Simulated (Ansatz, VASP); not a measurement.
# One calculation of Ge, 3 ways

The starting cell:

```
Ge
1.0
     0.00000    2.82891    2.82891
     2.82891    0.00000    2.82891
     2.82891    2.82891    0.00000
Ge
2
Direct
  0.75000 0.75000 0.75000
  0.50000 0.50000 0.50000
```

Alike in all runs: task relaxation of cell and atoms; functional revPBE; dispersion D4; k mesh 8 × 8 × 8; occupations fermi-dirac, width 0.05 eV; no spin polarisation; no spin-orbit coupling.

| program and potentials | plane-wave cutoff (eV) | notes | equilibrium volume (Å³/atom) |
| --- | --- | --- | --- |
| Ansatz, Ansatz PAW | 420 | potentials made for PBE, which Ansatz adapts in part | 22.94 |
| Ansatz, all-electron LAPW, scalar-relativistic | - | - | 22.93 |
| VASP, PBE PAW files Ge_d, 600 eV | 600 | potentials made for PBE | 22.91 |

The equilibrium volume spans 22.91 (VASP, PBE PAW files Ge_d, 600 eV) to 22.94 Å³/atom (Ansatz, Ansatz PAW), with all-electron results at 22.93. Some sets were made for another functional than the one run, which can shift their rows. Relaxations stop with a little pressure left, so the last digit of a volume isn't settled.

The functional is the same throughout but for its coding, so the spread measures potentials, basis and numerics; runs on potential files found faulty are left out.
